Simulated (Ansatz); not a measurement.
The elements of this relaxed trial crystal are hidden behind letters.

```
lattice vectors (Å)
   2.8315    0.0000    0.0000
   0.0000    2.8315    0.0000
   0.0000    0.0000    3.3570
fractional positions
X 0.0000 0.0000 0.5000
Z 0.0000 0.0000 0.0000
```

Method: DFT PBE, scalar-relativistic, plane waves, PAW in Ansatz. The final run on the 2-atom cell used 420 eV, a Γ-centred 20×20×16 mesh, 0.10 eV smearing and no spin polarisation.

```
Space group                                 : P4/mmm (No. 123)
Conventional cell                           : a = 2.832 Å, c = 3.357 Å
Volume per atom                             : 13.46 Å³
Density                                     : 4.61 g/cm³
Formation energy                            : −0.28 eV/atom
Gap on the 20×20×16 mesh of the 2-atom cell : 0 eV (a metal)
```

Energies are uncorrected and count from the elements' standard states at the same level.

Question: X is a d-block element of period 4 and Z is a p-block element of period 2. Which elements are they?

Answer: X = Ni, Z = O, so the formula is NiO. Density times volume gives a mean mass of 4.61 × 13.46/1.6605 = 37.4 u per atom, and this set has 37.3 u. Around Ni lie 2 O at 1.68 Å; around O lie 2 Ni at 1.68 Å. Other sets within the hints have nearly the same mass, so mass alone doesn't settle it; this one was computed.

In such compounds of Ni a zero gap at this level may well be an artefact, since no Hubbard U is applied. Trial moments died out on the coarse mesh, so the last step has no spin; another magnetic start might hold. A structure relaxed within its symmetry needn't be a true minimum. Another cell of NiO relaxed alike, in P4_2/mmc, lies 0.55 eV/atom lower, so this cell isn't the stable form at this level.
